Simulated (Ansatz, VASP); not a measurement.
## CaO in VASP and in Ansatz

```
Ca O
1.0
     0.00000    2.52247    2.44900
     2.52247    0.00000    2.44900
     2.52247    2.52247    0.00000
Ca O
1 1
Cartesian
  0.0000 0.0000 0.0000
  2.5225 2.5225 2.4490
```

Change from the starting cell: strain +0.030 along x and y, +0.000 along z, atoms carried along.

Alike in both runs: task single point; functional LDA; k mesh 8 × 8 × 8; occupations gaussian, width 0.05 eV; no spin polarisation.

|  | VASP | Ansatz |
| --- | --- | --- |
| version | VASP 6.6.1 | Ansatz 0.2.0 |
| potentials or method | VASP PAW LDA potentials, release 64 (Ca_sv, O) | scalar-relativistic, plane waves, PAW |
| plane-wave cutoff (eV) | 520 | 420 |
| valence electrons in the cell | 16 | 16 |

```csv
,VASP,Ansatz,Ansatz less VASP
gap on the k mesh at the Fermi level (eV),3.40,3.42,+0.023
least direct gap on the mesh (eV),3.65,3.65,0.000
pressure (GPa),-14.9,-15.4,-0.47
largest component of the traceless stress (GPa),1.29,1.18,-0.104
```

A k mesh can miss the band edges.
